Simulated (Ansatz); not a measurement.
Br:

```
CELL_PARAMETERS angstrom
3.36325 -2.32255 0.00000
3.36325 2.32255 0.00000
0.00000 0.00000 8.70230
ATOMIC_POSITIONS crystal
Br 0.36510 0.63490 0.39010
Br 0.13490 0.86510 0.89010
Br 0.63490 0.36510 0.60990
Br 0.86510 0.13490 0.10990
```

* Program: Ansatz 0.2.0
* Task: relaxation of cell and atoms
* Functional: PBE
* Potentials or basis: Ansatz PAW
* Cutoff: 420 eV (not typed: the program's choice for these potentials)
* k mesh: 7 × 7 × 3
* Occupations: fermi-dirac, width 0.05 eV
* Spin: no spin polarisation

At the start: volume 33.99 Å³/atom.

Problem. How do energy, volume and symmetry change on relaxing?

Solution. It ends after 14 steps and the volume is 40.19 Å³/atom (+18.3 %); space group Cmce (No. 64, to 0.05 Å).

Step by step:
```csv
step,energy change (eV),largest force (eV/Å),volume (Å³)
1,0.0000,0.8701,135.95
2,-0.1040,0.1865,139.68
3,-0.1465,0.0319,142.40
4,-0.1716,0.0674,144.06
5,-0.1780,0.0273,144.78
6,-0.1801,0.0053,147.23
7,-0.1802,0.0026,147.28
8,-0.1868,0.0025,147.28
9,-0.1900,0.0302,149.29
10,-0.1936,0.0466,154.62
11,-0.1948,0.0009,157.12
12,-0.1951,0.0103,160.31
13,-0.1951,0.0006,160.78
14,-0.1958,0.0005,160.78
```

Final structure:
```xyz
4
Lattice="4.3194 -2.1366 0.0000 4.3194 2.1366 0.0000 0.0000 0.0000 8.7106" Properties=species:S:1:pos:R:3 pbc="T T T"
Br    4.3194    0.6054    3.3246
Br    4.3194    1.5312    7.6799
Br    4.3194   -0.6054    5.3860
Br    4.3194   -1.5312    1.0307
```

Caveat: the volume moved by over 15 % at a fixed basis, so the end points are rough; the plane-wave basis is chosen anew once the cell has moved, so the energies of steps on either side of that aren't comparable.
